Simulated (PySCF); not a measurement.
Triethylamine, C₆H₁₅N.
SMILES with atom numbers: `[CH3:1][CH2:2][N:3]([CH2:4][CH3:5])[CH2:6][CH3:7]` (hydrogens: H8, H9, H10 on C1; H11, H12 on C2; H13, H14 on C4; H15, H16, H17 on C5; H18, H19 on C6; H20, H21, H22 on C7)

Geometry (PBE0-D3(BJ)/def2-SVP, Å), atoms numbered from 1 in this order:
```xyz
22
C6H15N angstrom
C     -1.7082   -1.6124    0.0963
C     -0.8051   -0.7625    0.9885
N      0.0220    0.2248    0.3232
C     -0.7192    1.3332   -0.2445
C      0.0700    2.6327   -0.2698
C      1.0238   -0.3103   -0.5744
C      2.0299   -1.2233    0.1037
H     -2.4092   -0.9906   -0.4826
H     -1.1286   -2.2159   -0.6195
H     -2.3060   -2.3085    0.7048
H     -0.1520   -1.4242    1.5807
H     -1.4239   -0.2264    1.7277
H     -1.0936    1.1089   -1.2694
H     -1.6185    1.4833    0.3750
H     -0.5484    3.4543   -0.6630
H      0.4033    2.8965    0.7449
H      0.9633    2.5636   -0.9090
H      1.5693    0.5434   -1.0055
H      0.5693   -0.8388   -1.4448
H      2.8396   -1.4848   -0.5939
H      1.5781   -2.1669    0.4456
H      2.4715   -0.7221    0.9786
```

Linear response at PBE0/def2-SVPD (PySCF, frozen core in the response, non-relativistic).

Static isotropic polarisability: 85.44 au (12.66 Å³), principal values 76.7, 87.2, 92.4 au.

Problem. What is the polarisability at 1064 nm and at the sodium D line?

Solution. 86.05 au at 1064 nm (+0.7 %), 87.50 au at 589.3 nm (+2.4 %). The rise at 589.3 nm is 3.36 times that at 1064 nm; a pure ω² law gives 3.26. The lowest singlet lies at 224 nm, shorter than both wavelengths.

Problem. What is the isotropic C6 coefficient between two such molecules, C6 = (3/π)∫α(iω)² dω?

Solution. 3221 au (Eh·bohr⁶) by a ten-point quadrature over imaginary frequencies, which is 1920 eV·Å⁶ or 186 J·nm⁶/mol.

Problem. Which effective excitation energy ω̄ makes London's formula C6 = (3/4)α²ω̄ exact here?

Solution. ω̄ = 4·C6/(3α²) = 0.588 Eh = 16.0 eV. A one-pole form α(ω) = α/(1 − ω²/ω̄²) fitted to the 1064 nm value gives 13.8 eV. London's choice of the ionisation energy (7.73 eV, ΔSCF at the same level) gives C6 = 1550 au, 52 % too low.

Problem. What three-body coefficient follows from the one-pole estimate C9 = (3/4)·α·C6?

Solution. 206000 au. This is an estimate from the two numbers above, not a computed integral.

Problem. What n − 1 at the D line would an ideal gas of it have at 273.15 K and 1 atm (2.6868 × 10¹⁹ cm⁻³), by n − 1 = 2π·N·α′?

Solution. 21.89 × 10⁻⁴, a formal value whether or not that pressure can be reached.

Problem. How many electrons N does the Slater–Kirkwood formula C6 = (3/4)·√N·α^(3/2) need to give this C6?

Solution. N = (4·C6/3)²/α³ = 29.6; the species has 58 electrons in all.

Problem. How anisotropic is the static polarisability, by Δα² = ½[(α1 − α2)² + (α2 − α3)² + (α3 − α1)²]?

Solution. Δα = 13.9 au, or 0.16 of the isotropic value.

Problem. What molar refraction at the D line follows from R = (4π/3)·N_A·α′, with α′ the polarisability volume?

Solution. α′ = 12.97 Å³ gives R = 32.71 cm³/mol, for isolated, non-vibrating species.

Problem. The lowest 6 singlets have (eV, f): 5.54, 0.018; 6.02, 0.018; 6.17, 0.015; 6.27, 0.013; 6.97, 0.024; 7.10, 0.038. What share of the static polarisability do they carry in the sum over states α = Σ f/ω²?

Solution. 2.25 au, 2.6 % of α; the largest term, 0.56 au, is that of the state at 7.10 eV. Their oscillator strengths add up to 0.12. Higher states carry the rest.

One conformer stands for the species.
